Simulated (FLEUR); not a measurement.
**MnO under changes of volume**

One of the cells (10.999 Å³/atom); the others are scaled copies at fixed shape and fractional positions:

```
Mn O
1.0
     0.00000    2.22391    2.22391
     2.22391    0.00000    2.22391
     2.22391    2.22391    0.00000
Mn O
1 1
Direct
  0.00000 0.00000 0.00000
  0.50000 0.50000 0.50000
```

The cell is a database's computed one.

| Property | Result |
| --- | --- |
| Program | FLEUR MaX-R8.1 (later development tree) |
| Functional | Wu-Cohen GGA |
| Potentials or basis | all-electron |
| Basis | FLAPW |
| Kmax | 4.58 1/bohr |
| k mesh | 10 × 10 × 10 |
| Occupations | fermi-dirac, width 0.05 eV |
| Spin | collinear spin, ferromagnetic start |
| Starting moments | [4.0, 0.0] μB |

| volume (Å³/atom) | energy over the lowest point (meV/atom) | moment (μB per cell) |
| --- | --- | --- |
| 10.339 | 0.00 | 4.53 |
| 10.559 | 3.53 | 4.61 |
| 10.999 | 17.06 | 4.77 |
| 11.439 | ? | ? |
| 11.659 | 56.21 | 4.87 |

Q: What does the run at 11.439 Å³/atom give?

A: Energy over the lowest point 40.65 meV/atom; moment 4.83 μB per cell.

Worked out: A Birch-Murnaghan fit of order 2 (a polynomial in V^(-2/3)) to the other rows has its minimum at 10.26 Å³/atom, just outside them, with B0 = V·E''(V) = 116 GPa. It gives 41.20 meV/atom at 11.439 Å³/atom, against the run's 40.65. A parabola through the other rows of the moment, of slope 0.127 μB per Å³/atom there, gives 4.85 μB, against the run's 4.83.

Energies are extrapolated to zero smearing.

Caveats: a cell with one magnetic atom can't hold antiferromagnetic order, which such compounds often take.
